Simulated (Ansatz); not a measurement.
# Eu under changes of volume

One of the cells (48.859 Å³/atom); the others are scaled copies at fixed shape and fractional positions:

```xyz
1
Lattice="-2.3030 2.3030 2.3030 2.3030 -2.3030 2.3030 2.3030 2.3030 -2.3030" Properties=species:S:1:pos:R:3 pbc="T T T"
Eu    0.0000    0.0000    0.0000
```

- Program: Ansatz 0.2.0
- Functional: PBE
- Potentials or basis: Ansatz PAW
- Cutoff: 420 eV (not typed: the program's choice for these potentials)
- k mesh: 8 × 8 × 8
- Occupations: fermi-dirac, width 0.05 eV
- Spin: collinear spin, ferromagnetic start
- Starting moments: [7.0] μB

```csv
volume (Å³/atom),energy over the lowest point (meV/atom),pressure (GPa),moment (μB per cell)
45.927,0.00,-1.0,7.30
46.904,?,?,?
47.882,15.59,-1.4,7.35
48.859,24.77,-1.6,7.37
49.836,34.89,-1.7,7.38
50.813,45.87,-1.9,7.39
51.790,57.75,-2.0,7.40
```

Question: What does the run at 46.904 Å³/atom give?

Answer: Energy over the lowest point 7.32 meV/atom; pressure -1.2 GPa; moment 7.33 μB per cell.

Worked out: A Birch-Murnaghan fit of order 3 (a polynomial in V^(-2/3)) to the other rows has no minimum within the range. It gives 7.32 meV/atom at 46.904 Å³/atom, against the run's 7.32, and -dE/dV = -1.3 GPa, against -1.2. A parabola through the other rows of the moment, of slope 0.0249 μB per Å³/atom there, gives 7.33 μB, against the run's 7.33.

Energies are extrapolated to zero smearing.
